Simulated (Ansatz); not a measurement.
# C: the cost of one run

Program: Ansatz 0.2.0. Level of theory: DFT PBE, scalar-relativistic, plane waves, PAW. These are calculated values, not measurements.

## 1. The structure to begin with

The structure is orthorhombic, space group Pca2_1 (No. 29). The conventional cell has a = 4.469 Å, b = 3.281 Å, c = 4.586 Å, α = 90.00°, β = 90.00°, γ = 90.00°. C (site symmetry 1) has 3 C at 1.42 to 1.47 Å as nearest neighbours. C (site symmetry 1) is surrounded by 4 C at 1.47 Å.

Coordinates:

```xyz
12
Lattice="4.4687 0.0000 0.0000 0.0000 3.2810 0.0000 0.0000 0.0000 4.5864" Properties=species:S:1:pos:R:3 pbc="T T T"
C     1.3235    0.2638    0.2990
C     3.1452    3.0172    2.5922
C     3.5578    3.0172    0.2990
C     0.9109    0.2638    2.5922
C     4.4633    2.4301    2.8616
C     0.0054    0.8509    0.5684
C     2.2290    0.8509    2.8616
C     2.2398    2.4301    0.5684
C     2.1230    1.2603    4.2666
C     2.3457    2.0207    1.9734
C     4.3573    2.0207    4.2666
C     0.1114    1.2603    1.9734
```

Recipe of the guess: 3-, 4-connected net of one element (Pca2_1, No. 29). The dimensions are guesses.

## 2. A first look at the guess

File input.yaml:

```yaml
crystal:
  lattice:
    - [4.46871372, 0.0, 0.0]
    - [0.0, 3.2810052, 0.0]
    - [0.0, 0.0, 4.58643972]
  atoms:
    - { symbol: C, position: [0.29616418, 0.08040584, 0.06518991] }
    - { symbol: C, position: [0.70383582, 0.91959416, 0.56518991] }
    - { symbol: C, position: [0.79616418, 0.91959416, 0.06518991] }
    - { symbol: C, position: [0.20383582, 0.08040584, 0.56518991] }
    - { symbol: C, position: [0.99879231, 0.74065433, 0.6239367] }
    - { symbol: C, position: [0.00120769, 0.25934567, 0.1239367] }
    - { symbol: C, position: [0.49879231, 0.25934567, 0.6239367] }
    - { symbol: C, position: [0.50120769, 0.74065433, 0.1239367] }
    - { symbol: C, position: [0.47507325, 0.38412169, 0.93026545] }
    - { symbol: C, position: [0.52492675, 0.61587831, 0.43026545] }
    - { symbol: C, position: [0.97507325, 0.61587831, 0.93026545] }
    - { symbol: C, position: [0.02492675, 0.38412169, 0.43026545] }
basis:
  ecutwfc: 420
kpoints:
  mp_grid: { grid: [4, 6, 4] }
hamiltonian:
  xc: pbe
scf:
  occupations: { method: gaussian, width: 0.1 }
  lower_state_search: "off"
output:
  forces: true
  stress: true
  eigenvalues: true
```

Launch:

```sh
$ ansatz run input.yaml --threads 1 --pin off --max-ram 2560MiB --backend cpu --events-out ev --progress --plain --runs-dir out
```

What time and memory should one allow on 1 thread of Arm Neoverse V1, shared host?

About 6.8 s, with a peak of 0.3 GiB.
